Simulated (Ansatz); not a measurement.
# Is this NaF structure a true minimum?

The structure comes from a generated guess, relaxed at this level; another structure or a mixture of phases may lie lower.

The calculation used DFT PBE, scalar-relativistic, plane waves, PAW in Ansatz 0.2.0. Plane waves to 420 eV, a k mesh through Γ of 6×6×8 on the computed 6-atom cell and Gaussian smearing (0.02 eV); no spin polarisation.

The cell below (6 atoms, space group Cm (No. 8)) is relaxed within its symmetry.

```
Na F
1.0
     3.19703   -4.91482    0.00000
     3.19703    4.91482    0.00000
    -1.44694    0.00000    2.68849
Na F
3 3
Direct
  0.30348 0.99593 0.39885
  0.66397 0.66397 0.91462
  0.99593 0.30348 0.39885
  0.69583 0.00372 0.60052
  0.33683 0.33683 0.08653
  0.00372 0.69583 0.60052
```

For the test a repeat of it with 12 atoms (edges 5.86, 5.86, 6.11 Å) was strained at random (σ = 1.5 % a component), the atoms were moved at random (σ = 0.10 Å), and all was relaxed again on a coarse 4×4×4 mesh (in the run’s order of axes) with 0.10 eV smearing, with no symmetry imposed.

**Question.** Is the structure stable against such a distortion?

**Answer.** It returns, within 1 meV/atom of the unmoved cell on that mesh and with the same symmetry when read at 0.1 Å (P1 at 0.01 Å, so small strains and shifts remain). So it is stable against the distortions that fit this cell and that this random move excites. Modes that don't fit the cell aren't tested.
